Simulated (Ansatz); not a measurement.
# Ti3Al: the cost of one run

Method: DFT PBE, scalar-relativistic, plane waves, PAW, in Ansatz 0.2.0.

1 further run of the same task is left out (set aside as unsound or not needed). Runs told in other sessions of the task aren't counted.

### Step 1. The system as given

It takes space group P6_3/mmc (No. 194, hexagonal). Conventional cell: a = 5.755 Å, b = 5.755 Å, c = 4.654 Å, α = 90.00°, β = 90.00°, γ = 120.00°. Around Ti (site symmetry mm2) lie 8 Ti at 2.82 to 2.93 Å and 4 Al at 2.84 to 2.88 Å. Al (site symmetry -6m2) is surrounded by 12 Ti at 2.84 to 2.88 Å.

Coordinates:

```
Ti Al
1.0
     5.75534    0.00000    0.00000
    -2.87767    4.98427    0.00000
     0.00000    0.00000    4.65414
Ti Al
6 2
Direct
  0.83021 0.16979 0.25000
  0.66042 0.83021 0.75000
  0.83021 0.66042 0.25000
  0.16979 0.83021 0.75000
  0.33958 0.16979 0.25000
  0.16979 0.33958 0.75000
  0.33333 0.66667 0.25000
  0.66667 0.33333 0.75000
```

It is the result of an earlier relaxation at this level (volume 16.69 Å³/atom; gap on the mesh: none (metal)).

Its energy, with the smearing taken to zero, is -16075.2509 eV for the 8-atom cell on a 6×6×8 mesh; differences below count from it.

### Step 2. Cell: atoms packed at random at 1.08 times the crystal's volume

6 Ti, 2 Al were thrown into a skewed cell at random, at 1.08 times a reference volume of the solid, and pushed apart as soft spheres.

The cell holds 6 Ti, 2 Al: a = 5.371 Å, b = 5.369 Å, c = 5.079 Å, α = 87.59°, β = 88.73°, γ = 99.67°.

### Step 3. Relaxing on a coarse mesh

Cell and atoms move without symmetry, on a coarse mesh with loose thresholds.

File input.yaml:

```yaml
crystal:
  lattice:
    - [5.351282, -0.453191, 0.06267]
    - [-0.453191, 5.349128, 0.112688]
    - [0.06267, 0.112688, 5.077021]
  atoms:
    - { symbol: Ti, position: [0.1161955836, 0.8344323409, 0.1161703395] }
    - { symbol: Ti, position: [0.9751343295, 0.2193341207, 0.4866355872] }
    - { symbol: Ti, position: [0.2260061637, 0.3793922195, 0.9321546433] }
    - { symbol: Ti, position: [0.5378511077, 0.5201430992, 0.406247946] }
    - { symbol: Ti, position: [0.4280405276, 0.9751832205, 0.5902636422] }
    - { symbol: Ti, position: [0.6789123618, 0.1352413193, 0.0357826983] }
    - { symbol: Al, position: [0.9851352219, 0.7008111438, 0.6173231016] }
    - { symbol: Al, position: [0.6689114694, 0.6537642963, 0.9050951839] }
  symmetry: { detect: false }
basis:
  ecutwfc: 420
kpoints:
  mp_grid: { grid: [3, 3, 3], shift: [0.0, 0.0, 0.0] }
hamiltonian:
  xc: pbe
scf:
  occupations: { method: gaussian, width: 0.1 }
  lower_state_search: "off"
output:
  forces: true
  stress: true
  eigenvalues: true
relax:
  adjacent_minimum: "off"
  f_tol: 0.04
  max_steps: 70
  cell: { stress_tol: 0.3 }
```

Started as:

```bash
ansatz run input.yaml --threads 2 --pin off --max-ram 5120MiB --backend cpu --events-out ev --progress --plain --runs-dir out
```

**Question.** How long does this run take on 2 threads of Intel Xeon at 2.50GHz (Skylake/Cascade Lake), shared host, and how much memory does it need?

About 3 min, with a peak of 0.45 GiB.
